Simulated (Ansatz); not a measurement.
**SnSe2: how the settings move a single-point run**

Aim: see which settings change the result for SnSe2, by how much, and at what cost. The cell is built on a prototype (3R-MoS2 type) and needn't be the phase found in nature.

Computed with Ansatz 0.2.0 (reference: DFT, PBE, plane waves, PAW, unless a step's input says otherwise).

1 further run of the same task is left out (it didn't finish).

## 1. The system as given

The structure is trigonal, space group R3m (No. 160). Conventional cell: a = 3.790 Å, b = 3.790 Å, c = 18.081 Å, α = 90.00°, β = 90.00°, γ = 120.00°. Sn (site symmetry 3m) has 6 Se at 2.77 to 2.78 Å as nearest neighbours. Se (site symmetry 3m) has 3 Sn at 2.78 Å as nearest neighbours. Around Se (site symmetry 3m) lie 3 Sn at 2.77 Å.

As a file:

```cif
data_structure
_symmetry_space_group_name_H-M 'R3m:H'
_symmetry_Int_Tables_number 160
_cell_length_a 3.7900
_cell_length_b 3.7900
_cell_length_c 18.0807
_cell_angle_alpha 90.000
_cell_angle_beta 90.000
_cell_angle_gamma 120.000
_cell_volume 224.92
loop_
_atom_site_label
_atom_site_type_symbol
_atom_site_symmetry_multiplicity
_atom_site_Wyckoff_symbol
_atom_site_fract_x
_atom_site_fract_y
_atom_site_fract_z
_atom_site_occupancy
Sn1 Sn 3 a 0.00000 0.00000 0.00023 1
Se1 Se 3 a 0.33333 0.66667 0.23879 1
Se2 Se 3 a 0.66667 0.33333 0.09431 1
```

## 2. Baseline

input.yaml reads:

```yaml
crystal:
  lattice:
    - [1.8950116506, 1.0940854866, 6.0269119705]
    - [-1.8950116506, 1.0940854866, 6.0269119705]
    - [0.0, -2.1881709732, 6.0269119705]
  atoms:
    - { symbol: Sn, position: [-0.0002292479, -0.0002292479, -0.0002292479] }
    - { symbol: Se, position: [0.427874702, 0.427874702, 0.427874702] }
    - { symbol: Se, position: [0.2390212128, 0.2390212128, 0.2390212128] }
kpoints:
  mp_grid: { grid: [6, 6, 6] }
hamiltonian:
  xc: pbe
scf:
  occupations: { method: fermi_dirac, width: 0.02 }
  n_extra_bands: 4
output:
  forces: true
  stress: true
  eigenvalues: true
  write_density: true
  write_potential: true
  elf: true
  volumetric_format: npy
```

Command:

```bash
$ ansatz run input.yaml --threads 4 --pin off --max-ram 3686MiB --backend cpu --events-out ev --progress --plain --runs-dir out
```

## 3. Changing settings: xc pbesol

input.yaml, as its differences from that of step 2:

```diff
@@ -12,3 +12,3 @@
 hamiltonian:
-  xc: pbe
+  xc: pbesol
 scf:
@@ -20,5 +20 @@
   eigenvalues: true
-  write_density: true
-  write_potential: true
-  elf: true
-  volumetric_format: npy
```

## 4. Changing settings: xc mr2scan

input.yaml, as its differences from that of step 2:

```diff
@@ -12,3 +12,3 @@
 hamiltonian:
-  xc: pbe
+  xc: mr2scan
 scf:
@@ -20,5 +20 @@
   eigenvalues: true
-  write_density: true
-  write_potential: true
-  elf: true
-  volumetric_format: npy
```

## 5. Changed: occupations.method methfessel_paxton, occupations.width 0.2

input.yaml, as its differences from that of step 2:

```diff
@@ -14,3 +14,3 @@
 scf:
-  occupations: { method: fermi_dirac, width: 0.02 }
+  occupations: { method: methfessel_paxton, width: 0.2 }
   n_extra_bands: 4
@@ -20,5 +20 @@
   eigenvalues: true
-  write_density: true
-  write_potential: true
-  elf: true
-  volumetric_format: npy
```

## 6. Changing settings: dispersion d4

input.yaml, as its differences from that of step 2:

```diff
@@ -13,2 +13,3 @@
   xc: pbe
+  dispersion: d4
 scf:
@@ -20,5 +21 @@
   eigenvalues: true
-  write_density: true
-  write_potential: true
-  elf: true
-  volumetric_format: npy
```

## 7. Changing settings: ecutrho_ratio 8

input.yaml, as its differences from that of step 2:

```diff
@@ -16,2 +16,3 @@
   n_extra_bands: 4
+  max_iter: 85
 output:
@@ -20,5 +21,3 @@
   eigenvalues: true
-  write_density: true
-  write_potential: true
-  elf: true
-  volumetric_format: npy
+basis:
+  ecutrho_ratio: 8
```

What does the calculation give? Wanted: for each run, ending; energy change; pressure; gap; force.

**Answer**, as computed:

```tsv
run	ending	energy change	pressure (GPa)	gap (eV)	force (eV/Å)	cycles	time
reference	converged	0	2.7	0.00	0.31	6	4.5 s
1: xc pbesol	converged	not comparable	-0.4	0.00	0.22	6	3 s
2: xc mr2scan	converged	not comparable	1.0	0.00	0.06	6	7.1 s
3: occupations.method methfessel_paxton, occupations.width 0.2	converged	-0.1 meV/atom (σ→0)	2.7	0.00	0.30	6	2.9 s
4: dispersion d4	converged	-406.8 meV/atom (offset of the dispersion model)	0.2	0.00	0.32	6	3 s
5: ecutrho_ratio 8	converged	0.0 meV/atom	2.7	0.00	0.31	6	3.1 s
```

Times don't compare one to one where runs were asked for different outputs or read a saved state (see the inputs); cycles may leave out searches for a lower state.

Residual by cycle in the longest SCF loop of each run; runs are numbered as in the table. The quantity is the density residual dr2, in eV.

```tsv
cycle	reference	run 1	run 2	run 3	run 4	run 5
1	0.0125	0.00638	0.105	0.0129	0.0125	0.0125
2	0.00185	0.0026	0.0128	0.00485	0.00189	0.00189
3	1.5e-4	1.3e-4	8.6e-4	1.6e-4	1.6e-4	1.6e-4
4	3.3e-6	5.6e-6	2.0e-5	2.8e-6	3.3e-6	3.3e-6
5	2.1e-7	2.4e-7	7.2e-6	1.9e-7	2.1e-7	2.1e-7
6	1.6e-8	1.1e-8	3.4e-8	8.4e-9	1.6e-8	1.6e-8
```

The pressure spans -0.4 to 2.7 GPa over the reference and the converged variants. Semilocal functionals close small gaps, so the missing gap need not be the real solid's. Of the variants the dearest is «xc mr2scan» (7.1 s), the cheapest «occupations.method methfessel_paxton, occupations.width 0.2» (2.9 s), on a shared host.
